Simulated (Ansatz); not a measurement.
Starting cell, CaF2 (fluorite):

```
CELL_PARAMETERS angstrom
      0.00000     5.51101     5.51101
      2.75551     0.00000     2.75551
      2.75551     2.75551     0.00000
ATOMIC_POSITIONS crystal
  Ca 0.00000 0.00000 0.00000
  Ca 0.50000 0.00000 0.00000
  F  0.12500 0.25000 0.25000
  F  0.62500 0.25000 0.25000
  F  0.37500 0.75000 0.75000
  F  0.87500 0.75000 0.75000
```

The atoms are displaced by Q × the pattern below (from a DFPT mode at L = (0.5, 0.0, 0.0), largest move 1; Q in Å), at fixed cell. (q is in reciprocal vectors of the primitive cell; the cell shown is doubled to hold the pattern.)

```csv
atom,x,y,z
Ca1,0.577,-0.577,-0.577
Ca2,-0.577,0.577,0.577
F3,-0.524,0.524,0.524
F4,0.524,-0.524,-0.524
F5,0.524,-0.524,-0.524
F6,-0.524,0.524,0.524
```

These are PBE (plane waves to 420 eV, PAW, scalar-relativistic; Ansatz, a program for electronic structure) values and carry that method's errors. k mesh 5×10×10 (Γ-centred), Fermi-Dirac smearing 0.05 eV. The energy includes the smearing's −TS. CaF2 was relaxed with its symmetry unable to fall. The PAW data are Ansatz's earlier set. ΔE is measured from the undisplaced structure.

| Q (Å) | ΔE (meV/cell) |
|---|---|
| -0.100 | 296.3 |
| -0.067 | 132.2 |
| -0.033 | 33.1 |
| 0.000 | 0.0 |
| 0.033 | 33.1 |
| 0.067 | 132.2 |
| 0.100 | 296.3 |

Problem. Which DFPT wavenumber at L = (0.5, 0.0, 0.0) belongs to this mode?
A) 137 cm⁻¹
B) 337 cm⁻¹
C) 231 cm⁻¹

Solution. B, 337 cm⁻¹. The curvature of the scan gives 337 cm⁻¹

(A displaced cell: forces are minus the slopes of the energy, force constants its curvatures, and phonons follow from these.)
